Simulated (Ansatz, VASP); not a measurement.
**Sb in VASP and in Ansatz**

```
Sb
1.0
     3.29574    0.00000    0.00000
    -1.64787    2.85419    0.00000
     0.00000    0.00000    5.44892
Sb
2
Direct
  0.33333 0.66667 0.25000
  0.66667 0.33333 0.75000
```

Alike in both runs: functional LDA; k mesh 11 × 11 × 6; occupations fermi-dirac, width 0.1 eV; no spin polarisation.

Ansatz relaxed the structure, and its values are those at the end. VASP's run is a single point on that final structure, the one shown.

|  | VASP | Ansatz |
| --- | --- | --- |
| version | VASP 6.6.1 | Ansatz 0.2.0 |
| potentials or method | VASP PAW LDA potentials, release 64 (Sb) | plane waves (420 eV) with PAW, scalar-relativistic |
| plane-wave cutoff (eV) | 520 | 420 |
| valence electrons in the cell | 10 | 30 |

```csv
,VASP,Ansatz,Ansatz less VASP
pressure (GPa),0.1,0.0,-0.11
```

The two sets of potentials don't hold the same shells in valence. Ansatz warned: «pseudo_functional_mismatch».

Spin-orbit coupling is left out, which matters for the levels of Sb.
